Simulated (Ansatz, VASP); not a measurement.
**One calculation of SiC35 (a cell with a defect) (Graphite 2H), two programs**

```
CELL_PARAMETERS angstrom
7.41000 0.00000 0.00000
-3.70500 6.41725 0.00000
0.00000 0.00000 6.79000
ATOMIC_POSITIONS crystal
C 0.00000 0.00000 0.00000
C 0.00000 0.33333 0.00000
C 0.00000 0.66667 0.00000
C 0.33333 0.00000 0.00000
C 0.33333 0.33333 0.00000
C 0.33333 0.66667 0.00000
C 0.66667 0.00000 0.00000
C 0.66667 0.33333 0.00000
C 0.66667 0.66667 0.00000
C 0.00000 0.00000 0.50000
C 0.00000 0.33333 0.50000
C 0.00000 0.66667 0.50000
C 0.33333 0.00000 0.50000
C 0.33333 0.33333 0.50000
C 0.33333 0.66667 0.50000
C 0.66667 0.00000 0.50000
C 0.66667 0.33333 0.50000
C 0.66667 0.66667 0.50000
C 0.11111 0.55556 0.00500
C 0.11111 0.88889 0.00500
C 0.44444 0.22222 0.00500
C 0.44444 0.55556 0.00500
C 0.44444 0.88889 0.00500
C 0.77778 0.22222 0.00500
C 0.77778 0.55556 0.00500
C 0.77778 0.88889 0.00500
C 0.22222 0.11111 0.50500
C 0.22222 0.44444 0.50500
C 0.22222 0.77778 0.50500
C 0.55556 0.11111 0.50500
C 0.55556 0.44444 0.50500
C 0.55556 0.77778 0.50500
C 0.88889 0.11111 0.50500
C 0.88889 0.44444 0.50500
C 0.88889 0.77778 0.50500
Si 0.11111 0.22222 0.00500
```

Alike in both runs: task electric field gradients; functional PBE; k mesh 3 × 3 × 3; occupations fermi-dirac, width 0.01 eV; no spin polarisation.

```csv
,VASP,Ansatz
version,VASP 6.6.1,Ansatz 0.2.0
potentials or method,"VASP PAW PBE potentials, release 64 (C, Si)","plane-wave PAW, scalar-relativistic"
plane-wave cutoff (eV),520,420
valence electrons in the cell,144,144
```

|  | VASP | Ansatz | Ansatz less VASP |
| --- | --- | --- | --- |
| pressure (GPa) | 17.5 | 17.2 | -0.30 |
| largest component of the traceless stress (GPa) | 14.69 | 14.32 | -0.366 |
| rms of the force components (eV/Å) | 3.588 | 3.618 | +0.0302 |
| Vzz of the field gradient on the site that differs most (V/Å²) | 234.9 | 207.4 | -27.51 |

Caveats: so large a pressure means that the cell lies far from this level's equilibrium, or that cutoff or potentials fall short (VASP).
